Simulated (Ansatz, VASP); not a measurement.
## LiCl: VASP beside Ansatz

```
Li Cl
1.0
     0.00000    2.63272    2.50500
     2.63272    0.00000    2.50500
     2.63272    2.63272    0.00000
Li Cl
1 1
Direct
  0.00000 0.00000 0.00000
  0.50000 0.50000 0.50000
```

Change from the starting cell: epitaxial_xy strain +3.0%.

Alike in both runs: task single point; functional PBE; k mesh 8 × 8 × 8; occupations fermi-dirac, width 0.02 eV; no spin polarisation.

|  | VASP | Ansatz |
| --- | --- | --- |
| version | VASP 6.6.1 | Ansatz 0.2.0 |
| potentials or method | VASP PAW PBE potentials, release 64 (Li_sv, Cl) | plane waves, PAW |
| plane-wave cutoff (eV) | 520 | 420 |
| valence electrons in the cell | 10 | 10 |

|  | VASP | Ansatz | Ansatz less VASP |
| --- | --- | --- | --- |
| gap on the k mesh at the Fermi level (eV) | 6.13 | 6.12 | -0.012 |

The functional is the same, so the differences come from potentials, cutoffs and numerics.

 A k mesh can miss the band edges.
